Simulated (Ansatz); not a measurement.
# Ru (Ruthenium): the cost of one run

Program: Ansatz 0.2.0 through its Python package. Level of theory: DFT r2SCAN, plane waves, PAW. These are calculated values, not measurements.

### 1 The system

Symmetry: P6_3/mmc, No. 194, hexagonal system. The conventional cell has a = 2.706 Å, b = 2.706 Å, c = 4.282 Å, α = 90.00°, β = 90.00°, γ = 120.00°. Ru (site symmetry -6m2) has 12 Ru at 2.65 to 2.71 Å in its first shell of neighbours.

The script holds or builds the structure itself.

### 2 The code

compress_ru.py

```python
# -*- coding: utf-8 -*-
"""Cell of Ru under pressure."""

import ansatz
import numpy as np
import pandas as pd

def edges_and_angles(cell):
    cell = np.asarray(cell)
    a, b, c = np.linalg.norm(cell, axis=1)
    cosines = cell[1] @ cell[2] / (b * c), cell[0] @ cell[2] / (a * c), cell[0] @ cell[1] / (a * b)
    return (a, b, c, *np.degrees(np.arccos(cosines)))


def main():
    lattice = ansatz.Lattice.of(
        (2.7058, 0.0, 0.0),
        (-1.3529, 2.343292, 0.0),
        (0.0, 0.0, 4.2819),
    )
    sites = [
        ("Ru", (1 / 3, 2 / 3, 0.25)),
        ("Ru", (2 / 3, 1 / 3, 0.75)),
    ]
    system = ansatz.Crystal(lattice=lattice)
    for symbol, position in sites:
        system = system.atom(symbol, position)

    model = system.calculation()
    model = model.basis(41 * ansatz.Ry)
    model = model.kpoints(16, 16, 9).functional(ansatz.Functional.R2SCAN)
    model = model.pseudopotentials("paw").occupations("fermi_dirac")

    # H = F + PV, with 1 GPa A^3 = 1/160.21766 eV
    rows = []
    for pressure in [0, 2, 4, 6, 8]:
        done = model.relax(cell=True, pressure=pressure, force_tolerance=0.05).run()
        cell = done.lattice.cell_ang
        n_atoms = len(done.lattice.sites)
        volume = abs(np.linalg.det(cell)) / n_atoms
        enthalpy = done.report["free_energy_ev"] / n_atoms + pressure * volume / 160.21766
        rows.append((pressure, volume, enthalpy, *edges_and_angles(cell)))
        print(f"{pressure} GPa done: {volume:.4f} A^3/atom")

    table = pd.DataFrame(rows, columns=["P_GPa", "V_A3_atom", "H_eV_atom", "a", "b", "c", "alpha", "beta", "gamma"])
    print(table.round(4).to_string(index=False))
    p, v = np.array([row[0] for row in rows], float), np.array([row[1] for row in rows])
    print("mean bulk modulus between rows (GPa):", np.round(-np.diff(p) / np.diff(np.log(v)), 1))


if __name__ == "__main__":
    main()
```

### 3 The calls as engine input

The engine receives this input (first run):

```yaml
crystal:
  lattice:
    - [2.7058, 0.0, 0.0]
    - [-1.3529, 2.343292, 0.0]
    - [0.0, 0.0, 4.2819]
  atoms:
    - { symbol: Ru, position: [0.3333333333333333, 0.6666666666666666, 0.25] }
    - { symbol: Ru, position: [0.6666666666666666, 0.3333333333333333, 0.75] }
basis:
  ecutwfc: 557.833418042754
kpoints:
  mp_grid:
    grid: [16, 16, 9]
hamiltonian:
  xc: r2scan
  pseudopotentials:
    kind: paw
scf:
  occupations:
    method: fermi_dirac
relax:
  f_tol: 0.05
  cell:
    p_target: 0.0
```

### 4 The run

Started as:

```
python compress_ru.py
```

What time and memory should one allow on 1 thread of Intel Xeon 6975P-C (Granite Rapids), shared host?

About 2 min, with a peak of 0.76 GiB.
